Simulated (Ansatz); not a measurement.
## SrO: energy along a strain

SrO, Fm-3m, a = 5.195 Å. Ansatz: PBE, PAW, 420 eV, Γ-centred 8×8×8 mesh on 2 atoms, Gaussian smearing 0.05 eV; no spin polarisation. Cell vectors (Å): 0.000 2.597 2.597; 2.597 0.000 2.597; 2.597 2.597 0.000. The cell is strained by x per cent times the pattern (0 0 0 0 0 1) in the order xx yy zz yz xz xy (engineering shears), with fractional coordinates held. y is the free energy over the start, V0 = 17.523 Å³/atom. Symmetry makes y even in x.

```tsv
x (%)	y (meV/atom)
-4.00	4.74
-2.00	1.15
0.00	0.00
0.50	0.07
1.00	0.27
1.50	0.63
2.50	1.83
3.00	2.64
3.50	?
```

**Question.** Fit y = c2 x² + c4 x⁴ to the other rows, get the stiffness along the pattern, and predict the missing energy.

**Answer.** Least squares on the rows shown. y = 0.2872 x² + 0.0005772 x⁴. The clamped-ion stiffness p·C·p = 2 × 2.872 eV × 160.2 / 17.523 Å³ = 53 GPa, which is C66 in these axes (C44 of the cubic crystal). At x = 3.50 the fit asked for gives 3.60 meV/atom. The run gave 3.63 meV/atom, so the fit is 0.03 meV/atom too low, a small miss on the scale of the series.